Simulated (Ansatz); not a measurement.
**Run times of several calculations on BaO**

Cell: 2 atoms, space group Fm-3m, a = 3.889 Å, b = 3.889 Å, c = 3.889 Å, α = 60.00°, β = 60.00°, γ = 60.00°.

All runs are DFT with Ansatz 0.2.0 on 1 thread of Arm Neoverse V1 (aarch64; 8 cores open to the job, memory cap 2.5 GiB, no GPU), a shared host.

Q: Rank the runs by wall time, shortest first.
A. relaxation of the ions, PBE, 420 eV, 6×6×6 k-points, smearing 0.02 eV
B. dielectric tensor by linear response, PBE, 420 eV, 6×6×6 k-points, fixed occupations
C. core holes on 2 sites, PBE, 420 eV, 3×3×3 k-points, fixed occupations, 16 atoms

A: A (2.7 s, 0.35 GiB), B (5.4 s, 0.33 GiB), C (95 s, 0.86 GiB).
